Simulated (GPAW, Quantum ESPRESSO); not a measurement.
Consider NaCl (Fm-3m).

```cif
data_structure
_symmetry_space_group_name_H-M 'P 1'
_symmetry_Int_Tables_number 1
_cell_length_a 3.9739
_cell_length_b 3.9739
_cell_length_c 3.9739
_cell_angle_alpha 60.000
_cell_angle_beta 60.000
_cell_angle_gamma 60.000
_cell_volume 44.38
loop_
_atom_site_label
_atom_site_type_symbol
_atom_site_fract_x
_atom_site_fract_y
_atom_site_fract_z
_atom_site_occupancy
Cl1 Cl 0.50000 0.50000 0.50000 1
Na2 Na 0.00000 0.00000 0.00000 1
```

Absorber: atom 1, with 6 Na at 2.81 Å (octahedral, site symmetry m-3m). Method: Quantum ESPRESSO XSpectra, PBE, full core hole (charged cell), 12-atom cell with 6.9 Å between holes, 4×4×4 k points, dipole transitions, Lorentzian half width 0.32 eV up to 4 eV, rising linearly to 2.5 eV at 25 eV (counted from xe0, 2.3 eV below the zero used here).

The database entry behind the starting cell differs from later determinations by our own check (an axis about 0.4 % short against later determinations), so it need not match the best structure at ambient conditions.

Q: Predict the near-edge structure at the Cl K edge.

Main maxima up to 24 eV above the zero (height): 4.3 eV (2.15) and 13.2 eV (1.30). A K edge sees empty p states on the absorber. The total-energy difference plus the lowest empty eigenvalue puts the zero at 2837.47 eV. One term is added: -17.92 eV, since the hole is spin-paired here and a spin-polarised one costs that much less in the free atom (computed apart). The photon energy is then 2819.55 eV. The functional and the charged cell's background leave an error of a few eV in such absolute values.

The Cl K spectrum (energy from the lowest empty level; intensity scaled to a mean of 1 over the first 20 eV; the points at xe0, where the cut of filled states can leave a spike, are interpolated):

| E (eV) | intensity |
| --- | --- |
| -2.0 | 0.03 |
| -1.5 | 0.04 |
| -1.0 | 0.05 |
| -0.5 | 0.06 |
| 0.0 | 0.09 |
| 0.5 | 0.14 |
| 1.0 | 0.22 |
| 1.5 | 0.35 |
| 2.0 | 0.72 |
| 2.5 | 1.28 |
| 3.0 | 1.51 |
| 3.5 | 1.73 |
| 4.0 | 2.05 |
| 4.5 | 2.06 |
| 5.0 | 1.52 |
| 5.5 | 1.09 |
| 6.0 | 0.84 |
| 6.5 | 0.74 |
| 7.0 | 0.73 |
| 7.5 | 0.74 |
| 8.0 | 0.77 |
| 8.5 | 0.81 |
| 9.0 | 0.84 |
| 9.5 | 0.86 |
| 10.0 | 0.88 |
| 10.5 | 0.93 |
| 11.0 | 1.00 |
| 11.5 | 1.08 |
| 12.0 | 1.17 |
| 12.5 | 1.25 |
| 13.0 | 1.30 |
| 13.5 | 1.30 |
| 14.0 | 1.26 |
| 14.5 | 1.19 |
| 15.0 | 1.11 |
| 15.5 | 1.04 |
| 16.0 | 0.98 |
| 16.5 | 0.94 |
| 17.0 | 0.90 |
| 17.5 | 0.88 |
| 18.0 | 0.86 |
| 18.5 | 0.85 |
| 19.0 | 0.84 |
| 19.5 | 0.84 |
| 20.0 | 0.85 |
| 20.5 | 0.86 |
| 21.0 | 0.88 |
| 21.5 | 0.90 |
| 22.0 | 0.92 |
| 22.5 | 0.94 |
| 23.0 | 0.95 |
| 23.5 | 0.97 |
| 24.0 | 0.99 |
| 24.5 | 1.00 |
| 25.0 | 1.01 |
| 25.5 | 1.02 |
| 26.0 | 1.03 |
| 26.5 | 1.04 |
| 27.0 | 1.05 |
| 27.5 | 1.06 |
| 28.0 | 1.07 |
| 28.5 | 1.07 |
| 29.0 | 1.07 |
| 29.5 | 1.06 |
| 30.0 | 1.06 |
| 30.5 | 1.05 |
| 31.0 | 1.05 |
| 31.5 | 1.05 |
| 32.0 | 1.04 |

The structure is a published determination, not relaxed.

[Banner, clock and machine lines of the logs are left out without a mark of their own.]

[Logs are printed without paths, hosts, clocks, repeated set-up lines and the standing remarks that a program may print on its own settings, such as how far it seeks lower states.]

[Hosts, paths, dates, database ids (printed as entryN), source tags and the programs' standing remarks are cut or masked in the printed files.]

[Lists of maxima count a maximum above −3 eV only where it reaches 4 % of the highest in the window and stands out from its surroundings by 2 % of it (1.5 % where it reaches 55 %); shoulders and weaker maxima are passed over, and of the rest the first, up to two pre-edge ones and the few strongest are named.]
